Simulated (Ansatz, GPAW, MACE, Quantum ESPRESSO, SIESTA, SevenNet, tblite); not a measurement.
## Generalised stacking fault on (110) of a LiCl-LiBr solid solution (56 atoms): one structure in several programs

How near do other programs and methods come to a plane-wave reference for generalised stacking fault on (110) of a LiCl-LiBr solid solution (56 atoms)? A plane-wave run serves as the reference.

Calculated with Ansatz 0.2.0; Kohn-Sham DFT, PBE, PAW, plane waves.

### Step 1. Set-up

The cell holds 56 atoms: 28 Li, 10 Br and 18 Cl. Its edges and angles: a = 7.448 Å, b = 5.266 Å, c = 26.274 Å, α = 90.0°, β = 88.6°, γ = 90.0°. Rock-salt LiCl lattice (a = 5.2663 Å, the value set for the mixture), cell with z along [110], 2 x 1 x 7 periods; the third cell vector is tilted by 0.167 of 1/2[1-10] and lengthened by 0.2 Å, so the cell holds one fault; displaced by a Gaussian of 0.01 Å; 10 of 28 Cl sites given to Br at random (lattice constant by Vegard's rule between LiCl and LiBr). Then every atom was moved at random, 0.02 Å r.m.s. a Cartesian component. The structure's axis is c.

### Step 2. Reference: Ansatz, plane waves

The PAW files are the set soft_2.

input.yaml

```yaml
crystal:
  lattice:
    - [7.44767, 0.0, 0.0]
    - [0.0, 5.2663, 0.0]
    - [0.62061, 0.0, 26.26686]
  atoms:
    - { symbol: Li, position: [0.91992, 0.00057, 0.9936] }
    - { symbol: Br, position: [0.74558, 0.0052, 0.07115] }
    - { symbol: Li, position: [0.98986, 0.99786, 0.14159] }
    - { symbol: Cl, position: [0.7308, 0.00315, 0.21244] }
    [... 46 atom lines left out ...]
    - { symbol: Li, position: [0.69966, 0.4975, 0.63825] }
    - { symbol: Br, position: [0.43932, 0.49464, 0.70842] }
    - { symbol: Li, position: [0.68206, 0.50444, 0.77909] }
    - { symbol: Br, position: [0.42581, 0.49799, 0.84974] }
    - { symbol: Li, position: [0.67513, 0.50615, 0.92186] }
    - { symbol: Br, position: [0.41751, 0.49287, 0.993] }
kpoints:
  mp_grid: { grid: [1, 1, 1] }
hamiltonian:
  xc: pbe
scf:
  occupations: { method: fermi_dirac, width: 0.05 }
output:
  forces: true
  eigenvalues: true
  populations: true
  stress: true
```

The run is started by

```
$ ansatz run input.yaml --threads 4 --pin off --max-ram 8192MiB --backend cpu --events-out ev --progress --plain --runs-dir out
```

What it wrote:

```text
[...]
Pseudopotentials: kind: paw
Pseudopotential: Li, paw, valence charge 3, recommended cutoff 420 eV (normal), Li.paw.azcp
Pseudopotential: Br, paw, valence charge 7, recommended cutoff 420 eV (normal), Br.paw.azcp
Pseudopotential: Cl, paw, valence charge 7, recommended cutoff 420 eV (normal), Cl.paw.azcp
[... 5 lines on functional and potentials left out ...]
Crystal: 56 atoms, lattice volume = 1030.230 Å³
Basis set: ecut = 420 eV, 20159 PW (Γ), exchange–correlation on 100×72×360 points (8 copies of the dense FFT grid, shifted against one another)
Bands: 196, of which v1, the nominal top of the filled ones, is band 140 counted from 1 (139 counted from 0)
Symmetry: 1 space group operations
Space group: P1 (ITA 1), of the structure as read, at distance tolerance 1.0e-4 Å
k-points: 1
[... 7 lines on functional and potentials left out ...]
Initial density: superposition of atomic densities (neutral atoms: chi_scale 0, normalization atom), corrected by the library's trained network
Initial wavefunctions: pseudopotential atomic-orbital guess
[...]
SCF iter   1: F=—  HF=-53090.750732 eV  |F-HF|=—  |Δ(HF+E_count)|=         —  Δρ=2.98e-3  dr2=6.09e-2  ethr=1.77e-3  ⟨swp⟩=13.0  Hψ=1123  notcnv=0  defer=31
preconditioner: auto → Resta (q_TF=auto, 2.196 Å⁻¹)  ε∞=3.0  [insulator: Δε(μ)=5.382 eV  Ē_g=12.387 eV  σ=0.050 eV  W_gap=1.00  n_scr=182 (ndim 8)  ℏωp=17.3 eV  f_vac=0.000  D(μ)=0.00/eV (n_scr^D=0)  ε∞_Penn≈3.0]
[...]
SCF iter   5: F=—  HF=-53090.772260 eV  |F-HF|=—  |Δ(HF+E_count)|=   1.86e-4  Δρ=9.23e-6  dr2=6.35e-7  ethr=1.14e-8  ⟨swp⟩=2.0  Hψ=287  notcnv=0  defer=32
SCF iter   6: F=-53090.772262 eV  HF=-53090.772262 eV  |F-HF|=6.97e-8  |Δ(HF+E_count)|=   1.22e-6  Δρ=2.35e-6  dr2=5.55e-8  ethr=3.57e-11  ⟨swp⟩=19.0  Hψ=1409  notcnv=0
SCF 1 converged in 6 iterations: F = -53090.772262 eV  dr2 = 5.55e-8
[...]
SCF converged after 6 iterations
Free energy (F): -53090.772262 eV
Harris-Foulkes:  -53090.772262 eV  (|F-HF|=6.97e-8)
Internal energy: -53090.772262 eV  (E = F + TS)
E sigma→0 (E₀):  -53090.772262 eV
Fermi energy:    4.810876 eV
--- Per-component energies (eV) ---
[...]
Σ components = -53090.772262   (vs F -53090.772262, Δ=0.00e0)
--- Forces (eV/Å), atoms counted from 1 ---
  atom   1  Li     0.22896440    -0.00390020    -0.61372583
  atom   2  Br    -0.20040818    -0.10489071     0.21373675
  atom   3  Li     0.00325572     0.01564980     0.17189153
  atom   4  Cl     0.05509797    -0.04180564     0.04799492
[...]
atom  56  Br     0.28171328     0.13637566    -0.25570274
  max |Σ_I F_I| component: 4.13e-5 eV/Å
--- Stress (GPa, compression-positive) ---
        3.162528       0.014178      -0.258100
        0.014178      -2.983463       0.005652
       -0.258100       0.005652      -0.514356
  P = ⅓ Tr σ = -0.1118 GPa (-1.118 kbar)
--- Band table (eV) ---
  k-point 0: bands = ["-42.2142", "-42.1980", "-42.1846", "-42.1694", [... 180 levels ...], "10.9822", "11.2015", "11.2512", "11.2683", "11.2912", "11.3137", "11.3655", "11.3797", "11.4110", "11.4141", "11.4716", "11.5003"]
--- Löwdin populations: 56 sites ---
  site symbol       q [e]
     0     Li      2.2950
     1     Br      7.5734
     2     Li      2.3058
[...]
55     Br      7.5703
  spilling = 0.006587 (of n_electrons = 280.000000)
```

Elapsed: 7.1 s, on 4 threads of Arm Neoverse V1, shared host; peak memory 0.95 GiB.

Read from the output:

| Item | Value |
| --- | --- |
| free energy | -53090.7723 eV |
| free energy per atom | -948.0495 eV/atom |
| SCF cycles | 6 |
| pressure | -0.1118 GPa |
| r.m.s. force component | 0.1316 eV/Å |
| longest force | 0.667 eV/Å |
| Fermi energy | 4.811 eV |
| gap (highest filled to lowest empty level) | 5.407 eV |
| spilling of the projection | 0.006587 |

Neighbours are counted within 2.98 Å (Li-Cl), 2.98 Å (Li-Br).

Length of the force by element and coordination:

| element | coordination | atoms | mean length of the force (eV/Å) | spread | least | most |
| --- | --- | --- | --- | --- | --- | --- |
| Br | all | 10 | 0.213 | 0.152 | 0.061 | 0.536 |
| Br | 5 | 3 | 0.417 | 0.0924 | 0.311 | 0.536 |
| Br | 6 | 7 | 0.126 | 0.0642 | 0.061 | 0.246 |
| Cl | all | 18 | 0.0875 | 0.0381 | 0.0359 | 0.177 |
| Cl | 5 | 1 | 0.0937 | 0 | 0.0937 | 0.0937 |
| Cl | 6 | 17 | 0.0871 | 0.0392 | 0.0359 | 0.177 |
| Li | all | 28 | 0.223 | 0.155 | 0.0304 | 0.667 |
| Li | 5 | 4 | 0.469 | 0.233 | 0.0895 | 0.667 |
| Li | 6 | 24 | 0.181 | 0.0837 | 0.0304 | 0.302 |

Löwdin charges by element and coordination (they lack the spilled electrons, 0.033 e an atom on average):

| element | coordination | atoms | mean charge (e) | spread | least | most |
| --- | --- | --- | --- | --- | --- | --- |
| Br | all | 10 | -0.566 | 0.0038 | -0.573 | -0.561 |
| Br | 5 | 3 | -0.571 | 0.0017 | -0.573 | -0.570 |
| Br | 6 | 7 | -0.564 | 0.002 | -0.567 | -0.561 |
| Cl | all | 18 | -0.653 | 0.0024 | -0.660 | -0.650 |
| Cl | 5 | 1 | -0.660 | 0 | -0.660 | -0.660 |
| Cl | 6 | 17 | -0.653 | 0.0018 | -0.656 | -0.650 |
| Li | all | 28 | 0.688 | 0.02 | 0.650 | 0.718 |
| Li | 5 | 4 | 0.674 | 0.019 | 0.654 | 0.705 |
| Li | 6 | 24 | 0.690 | 0.0191 | 0.650 | 0.718 |

The levels nearest the highest filled one (over half full), pooled over k-points and spins:

| level less the highest filled one (eV) | occupation |
| --- | --- |
| -0.320 | 2 |
| -0.265 | 2 |
| -0.228 | 2 |
| -0.222 | 2 |
| -0.201 | 2 |
| 0 | 2 |
| 5.41 | 0 |
| 5.82 | 0 |
| 5.90 | 0 |
| 6.66 | 0 |
| 6.72 | 0 |
| 6.73 | 0 |

### Step 3. Local order

Density 2.63 g/cm³, 18.40 Å³ an atom.

g(r), total and by pair (bins of 0.2 Å):

| r (Å) | total | Li-Li | Li-Cl | Li-Br | Cl-Cl | Cl-Br | Br-Br |
| --- | --- | --- | --- | --- | --- | --- | --- |
| 2.30 | 0.09 | 0.00 | 0.00 | 0.52 | 0.00 | 0.00 | 0.00 |
| 2.50 | 1.07 | 0.00 | 2.22 | 2.01 | 0.00 | 0.00 | 0.00 |
| 2.70 | 5.04 | 0.00 | 10.36 | 9.65 | 0.00 | 0.00 | 0.00 |
| 2.90 | 0.00 | 0.00 | 0.00 | 0.00 | 0.00 | 0.00 | 0.00 |
| 3.10 | 0.03 | 0.00 | 0.08 | 0.00 | 0.00 | 0.00 | 0.00 |
| 3.30 | 0.08 | 0.00 | 0.00 | 0.42 | 0.00 | 0.00 | 0.00 |
| 3.50 | 0.13 | 0.25 | 0.00 | 0.00 | 0.00 | 0.18 | 1.32 |
| 3.70 | 5.91 | 11.76 | 0.00 | 0.00 | 12.75 | 11.37 | 10.62 |
| 3.90 | 0.13 | 0.34 | 0.00 | 0.00 | 0.16 | 0.14 | 0.52 |
| 4.10 | 0.11 | 0.24 | 0.00 | 0.00 | 0.00 | 0.27 | 0.48 |
| 4.30 | 0.03 | 0.00 | 0.00 | 0.00 | 0.00 | 0.13 | 0.46 |
| 4.50 | 2.38 | 0.00 | 4.75 | 4.79 | 0.00 | 0.00 | 0.00 |
| 4.70 | 0.37 | 0.00 | 0.75 | 0.73 | 0.00 | 0.00 | 0.00 |
| 4.90 | 0.10 | 0.13 | 0.10 | 0.06 | 0.00 | 0.19 | 0.00 |
| 5.10 | 0.05 | 0.12 | 0.00 | 0.00 | 0.00 | 0.18 | 0.00 |
| 5.30 | 1.44 | 2.78 | 0.00 | 0.15 | 3.28 | 2.30 | 3.53 |
| 5.50 | 0.02 | 0.00 | 0.05 | 0.00 | 0.00 | 0.00 | 0.00 |
| 5.70 | 0.18 | 0.03 | 0.23 | 0.55 | 0.00 | 0.00 | 0.00 |
| 5.90 | 4.67 | 0.18 | 9.46 | 8.57 | 0.00 | 0.39 | 0.23 |
| 6.10 | 0.06 | 0.03 | 0.02 | 0.19 | 0.00 | 0.00 | 0.23 |
| 6.30 | 0.28 | 0.36 | 0.23 | 0.29 | 0.19 | 0.22 | 0.60 |
| 6.50 | 3.87 | 7.54 | 0.12 | 0.31 | 7.94 | 7.61 | 6.46 |
| 6.70 | 0.05 | 0.09 | 0.00 | 0.00 | 0.00 | 0.20 | 0.00 |
| 6.90 | 0.12 | 0.25 | 0.00 | 0.00 | 0.22 | 0.24 | 0.35 |
| 7.10 | 0.04 | 0.06 | 0.00 | 0.00 | 0.00 | 0.09 | 0.33 |
| 7.30 | 0.12 | 0.27 | 0.00 | 0.00 | 0.05 | 0.39 | 0.00 |
| 7.50 | 1.36 | 2.60 | 0.04 | 0.18 | 2.88 | 2.50 | 2.67 |
| 7.70 | 0.12 | 0.14 | 0.08 | 0.10 | 0.17 | 0.08 | 0.28 |

Bonds by pair of elements; cutoffs follow the first minimum of g(r), held within bounds set by covalent radii, and pairs that aren't listed don't count as bonded:

| pair A-B | cutoff (Å) | bonds | mean length (Å) | spread (Å) | shortest (Å) | B about A | A about B |
| --- | --- | --- | --- | --- | --- | --- | --- |
| Li-Cl | 2.98 | 107 | 2.63 | 0.035 | 2.42 | 3.82 | 5.94 |
| Li-Br | 2.98 | 57 | 2.62 | 0.06 | 2.38 | 2.04 | 5.7 |

How many atoms have how many bonded neighbours:

| element | mean | 5 | 6 |
| --- | --- | --- | --- |
| Br | 5.7 | 3 | 7 |
| Cl | 5.94 | 1 | 17 |
| Li | 5.86 | 4 | 24 |

### Step 4. The ladder

The programs:
- GPAW 26.7.0: PAW with atomic orbitals (LCAO), plane waves or a real-space grid of spacing h.
- MACE: machine-learned potential, published weights.
- Quantum ESPRESSO 7.5: plane waves; labels (QE) give functional, pseudopotential set and cutoffs of waves/density.
- SIESTA 5.4.2: numerical atomic orbitals, whose automatically made sets are far from complete, with PseudoDojo norm-conserving potentials that we converted to its format (checked against plane waves on the same files for H, C, O, Si, Ge and Ca alone); labels give functional, basis size, energy shift and mesh cutoff.
- SevenNet: machine-learned potential, published weights.
- tblite 0.8.0: extended tight binding, driven from Python.

All use the same cell and atoms; the electronic-structure runs use the same k-mesh, and an electronic temperature of 580 K (0.05 eV) where levels are smeared.

Differences are against the plane-wave reference, forces as r.m.s. over components; share is that over the reference's r.m.s. force, slope the least-squares factor from reference forces to these. Total energies of different programs have different zeros and aren't compared.

| run | Δ force, r.m.s. (meV/Å) | share (%) | slope | Δ pressure (GPa) | Δ gap (eV) | cores | CPU time | memory (GiB) |
| --- | --- | --- | --- | --- | --- | --- | --- | --- |
| reference | - | - | - | - | - | 4 | 26 s | 0.95 |
| GPAW PBE, LCAO dzp, h 0.2 Å | 31.3 | 23.8 | 1.207 | - | -0.053 | 1 | 66 s | 1.0 |
| GPAW PBE, LCAO dzp, h 0.2 Å, other mixer settings | 31.2 | 23.7 | 1.206 | - | -0.053 | 1 | 90 s | 0.95 |
| GPAW PBE, LCAO sz(dzp), h 0.2 Å (coarse) | 39.6 | 30.1 | 1.248 | - | -0.775 | 1 | 26 s | 0.8 |
| GPAW PBE, grid h 0.2 Å | 14.4 | 10.9 | 1.043 | - | -0.0045 | 2 | 2.7 min | 1.5 |
| MACE MP-0b2 small potential | 38.6 | 29.3 | 1.031 | 0.74 | - | 1 | 8.2 s | 0.67 |
| MACE MPA-0 medium potential | 24.6 | 18.7 | 0.994 | 0.864 | - | 1 | 10 s | 0.85 |
| QE PBE, dojo-0.4.1-standard, 80/320 Ry | 0.339 | 0.258 | 1.001 | -0.0015 | -0.0011 | 4 | 8.3 min | 1.6 |
| QE PBE, sssp-1.3.0-efficiency, 45/360 Ry | 0.643 | 0.489 | 1.003 | -0.0205 | -0.001 | 2 | 7.4 min | 1.9 |
| QE PBE, sssp-1.3.0-efficiency, 45/360 Ry, rmm-davidson | 0.738 | 0.561 | 1.004 | -0.0165 | -0.0021 | 4 | 7.7 min | 2.3 |
| SIESTA PBE, DZP, shift 0.01 Ry, mesh 150 Ry (coarse) | 21.1 | 16.1 | 1.134 | -0.178 | 0.179 | 1 | 54 s | 0.42 |
| SIESTA PBE, DZP, shift 0.01 Ry, mesh 300 Ry | 21.0 | 15.9 | 1.134 | -0.255 | 0.179 | 1 | 2.4 min | 0.87 |
| SIESTA PBE, DZP, shift 0.04 Ry, mesh 300 Ry (coarse) | 52.9 | 40.2 | 1.168 | -4.21 | 0.445 | 1 | 69 s | 0.61 |
| SIESTA PBE, SZ, shift 0.01 Ry, mesh 300 Ry (coarse) | 28.0 | 21.2 | 1.128 | -3.44 | -0.348 | 1 | 35 s | 0.45 |
| SIESTA PBE, SZP, shift 0.01 Ry, mesh 300 Ry (coarse) | 20.9 | 15.9 | 1.142 | -0.437 | 0.416 | 1 | 2 min | 0.8 |
| SevenNet l3i5 potential | 28.6 | 21.8 | 1.020 | 0.790 | - | 1 | 12 s | 0.95 |
| tblite GFN1-xTB | 58.0 | 44.1 | 1.082 | -1.37 | - | 1 | 4.1 s | 0.11 |

Rows marked coarse were listed beforehand as settings not expected to be converged; some can still land near the reference.

Times of the machine-learned potentials are mostly Python's start and the loading of weights.

CPU time is summed over cores on a shared host, where runs went side by side, so it is rough. Symmetry, cutoffs, thresholds, outputs and thread counts weren't matched or tuned between programs; memory under MPI is the largest rank's times the ranks.

Mean charges by element (e), by run and scheme:

| run | scheme | Li | Br | Cl |
| --- | --- | --- | --- | --- |
| reference | Löwdin | +0.69 | -0.57 | -0.65 |
| SIESTA PBE, DZP, shift 0.01 Ry, mesh 300 Ry | Hirshfeld | +0.01 | +0.02 | -0.03 |
| tblite GFN1-xTB | Mulliken | +0.33 | -0.16 | -0.42 |

The reference's Löwdin charges lack the electrons that the projection spills, 0.033 e an atom on average.

Within one program, basis, potentials and functional, energies share a zero. Each run against its twin at the usual cutoff or grid and solver:

| run | twin | Δ energy (meV/atom) | Δ force, r.m.s. (meV/Å) | CPU time over the twin's |
| --- | --- | --- | --- | --- |
| GPAW PBE, LCAO dzp, h 0.2 Å, other mixer settings | LCAO dzp, h 0.2 Å | 0 | 0.685 | 1.4 |
| QE PBE, sssp-1.3.0-efficiency, 45/360 Ry, rmm-davidson | sssp-1.3.0-efficiency, 45/360 Ry | 0 | 0.292 | 1.0 (this twin ran on 2 cores) |
| SIESTA PBE, DZP, shift 0.01 Ry, mesh 150 Ry | DZP, shift 0.01 Ry, mesh 300 Ry | -4.61 | 2.30 | 0.37 |

### Step 5. What came out

| Property | Result |
| --- | --- |
| reference r.m.s. force component | 0.132 eV/Å |
| nearest in forces | QE PBE, dojo-0.4.1-standard, 80/320 Ry, 0.26 % |
| farthest in forces | tblite GFN1-xTB, 44 % |
| cheapest electronic-structure run beside the reference | tblite GFN1-xTB, 4.1 s of CPU time |

What this shows: PBE on plane waves or a grid with other potentials, cutoffs or grids, coarse settings apart, differs from the reference by 0.26 % (QE PBE, dojo-0.4.1-standard, 80/320 Ry) to 11 % (GPAW PBE, grid h 0.2 Å) of the r.m.s. force; this holds the reference's own error, so differences of a few per cent don't tell which side is nearer the exact PBE result (QE's 80 Ry are 1088 eV, against the reference's 420 eV). GPAW PBE, grid h 0.2 Å stands apart from the other plane-wave or grid runs, so its own grid or potentials are the likelier cause. The PBE runs in local orbitals, coarse settings apart, differ by 16 % (SIESTA PBE, DZP, shift 0.01 Ry, mesh 300 Ry) to 24 % (GPAW PBE, LCAO dzp, h 0.2 Å); basis, grid and potentials can all enter. Tight binding differs by 44 % (tblite GFN1-xTB); it is another model, with fitted parameters of its own, and the xTB methods hold dispersion. Machine-learned potentials differ by 19 % (MACE MPA-0 medium potential) to 29 % (MACE MP-0b2 small potential); they were trained on other programs' data. Runs with settings chosen to be coarse differ by 16 % (SIESTA PBE, SZP, shift 0.01 Ry, mesh 300 Ry) to 40 % (SIESTA PBE, DZP, shift 0.04 Ry, mesh 300 Ry), their programs' other errors included. One electronic-structure run takes under half the reference's CPU time: tblite GFN1-xTB, at 44 % in 4.1 s against 26 s. GPAW PBE, LCAO sz(dzp), h 0.2 Å stiffens the forces by a factor of 1.25 while following their directions (correlation 0.991); the slopes of the 4 GPAW runs lie between 1.04 and 1.25. At the same functional, gaps differ from the reference's 5.41 eV by between -0.77 and +0.45 eV. These are spacings on the run's k-points, which needn't hold the band edges. In pressure, SIESTA PBE, DZP, shift 0.04 Ry, mesh 300 Ry misses by -4.2 GPa, at the same functional. Charges hang on model, scheme and program or settings: among these rows the mean for Li runs from +0.01 to +0.69 e. In the reference: filled and empty levels are parted by 5.41 eV at Γ alone; the mesh holds the band edges only if they fold onto it, so the gap at this level can be narrower or closed, while semilocal functionals tend to narrow gaps against experiment. In the reference: mean Löwdin charges: Br -0.57, Cl -0.65, Li +0.69 e (they miss 0.66 % of the electrons, so they add up to more than the cell's charge). Periodic xTB results under one method name differ between programs and library versions. The potentials hold different valence shells: 280 electrons in the reference, 224 in GPAW; this bears on time and differences. Machine-learned potentials mimic data converged in k, so the reference's own k-point error enters their differences. The cell is under 6 Å thick along one periodic direction, so every atom has periodic images of itself close by, which move with it and show among its neighbours and in g(r). The reference's stress is far from hydrostatic: its diagonal is 3.2, -3.0, -0.5 GPa, compression counted positive. The host structure and its lattice constant were typed by rule, without a check against the phase diagram. The electronic-structure runs sample only Γ, in a cell whose shortest periodic width is 5 Å.

[Also dropped from logs without a mark: logging warnings of Python, and SIESTA's first energy breakdown and zero terms.]

[Logs are printed without paths, hosts, clocks, repeated set-up lines and the standing remarks that a program may print on its own settings, such as how far it seeks lower states.]

[Hosts, paths, dates, database ids (printed as entryN), source tags and the programs' standing remarks are cut or masked in the printed files.]
